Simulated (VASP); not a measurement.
## BN: single point with PBE+D3(BJ)

Slab: BN, a slab with vacuum.

```
CELL_PARAMETERS angstrom
2.38300 0.00000 0.00000
-1.19150 2.06374 0.00000
0.00000 0.00000 26.00000
ATOMIC_POSITIONS crystal
B 0.00000 0.00000 0.50825
N 0.66667 0.33333 0.49175
```

```
Program             : VASP 6.6.1
Task                : single point
Functional          : PBE
Dispersion          : D3(BJ)
Potentials or basis : VASP PAW PBE potentials, release 64 (B, N)
Cutoff              : 520 eV
k mesh              : 12 × 12 × 1
Occupations         : gaussian, width 0.02 eV
Spin                : no spin polarisation
```

```json
{
 "Largest force": "5.996 eV/Å",
 "Band gap on the k mesh": "2.24 eV, direct",
 "Dispersion energy per atom": "-0.084 eV"
}
```

Forces in eV/Å, atoms in the order of the input:
```
B    0.000  0.000 -5.996
N    0.000  0.000  5.996
```

Levels at points of the mesh, in eV from the valence-band top:
| k point | band 1 | band 2 | band 3 | band 4 | band 5 | band 6 | band 7 | band 8 | band 9 |
| --- | --- | --- | --- | --- | --- | --- | --- | --- | --- |
| (0.00, 0.00, 0.00) | -18.49 | -6.17 | 0.00 | 0.00 | 2.24 | 4.07 | 4.69 | 5.71 | 6.59 |
| (0.50, 0.00, 0.00) | -14.69 | -9.16 | -3.18 | -1.27 | 3.29 | 9.63 | 11.98 | 12.47 | 14.27 |

It took 30 s on 1 thread of AMD EPYC 9R45 96-Core Processor (Zen 5), on a shared host, peak memory 0.21 GiB.

As with any semilocal functional, this PBE gap is likely too small.
